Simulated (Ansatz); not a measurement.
Relaxed ZrO₂ (fluorite):

```yaml
crystal:
  lattice:
    - [0.00000, 5.11587, 5.11587]
    - [2.55794, 0.00000, 2.55794]
    - [2.55794, 2.55794, 0.00000]
  atoms:
    - { symbol: Zr, position: [0.00000, 0.00000, 0.00000] }
    - { symbol: Zr, position: [0.50000, 0.00000, 0.00000] }
    - { symbol: O, position: [0.12500, 0.25000, 0.25000] }
    - { symbol: O, position: [0.62500, 0.25000, 0.25000] }
    - { symbol: O, position: [0.37500, 0.75000, 0.75000] }
    - { symbol: O, position: [0.87500, 0.75000, 0.75000] }
```

In each cell atom 1 (Zr, nearest neighbour O at 2.215 Å; its periodic images, 3.6 Å or more away, move with it) moves by s·(0.577, -0.577, -0.577) (towards the nearest neighbour), the rest being held.

These are PBE (plane waves to 420 eV, PAW, scalar-relativistic; Ansatz, a program for electronic structure) values and carry that method's errors. k mesh 9×9×9 (Γ-centred), Fermi-Dirac smearing 0.05 eV. Left out: 4 of 11 points, with atoms too close for the PAW data. F∥ is the force on the atom along that direction. This is a high-temperature form of ZrO2. ZrO2 is run without spin polarisation. ZrO2 was relaxed with its symmetry unable to fall. 

```tsv
s (Å)	F∥ (eV/Å)
-0.396	9.995
-0.264	5.369
-0.132	2.327
0.000	0.000
0.132	-2.327
0.264	-5.369
0.396	-9.995
```

Question: What is the force constant k = d²E/ds² of this move at s = 0?

Answer: 16.7 eV/Å². The forces along the line at the two nearest points give (2.327 − (-2.327)) / (2·0.132) = 17.63 eV/Å²; the next pair corrects for the finite step.

(A displaced cell: forces are minus the slopes of the energy, force constants its curvatures, and phonons follow from these.)
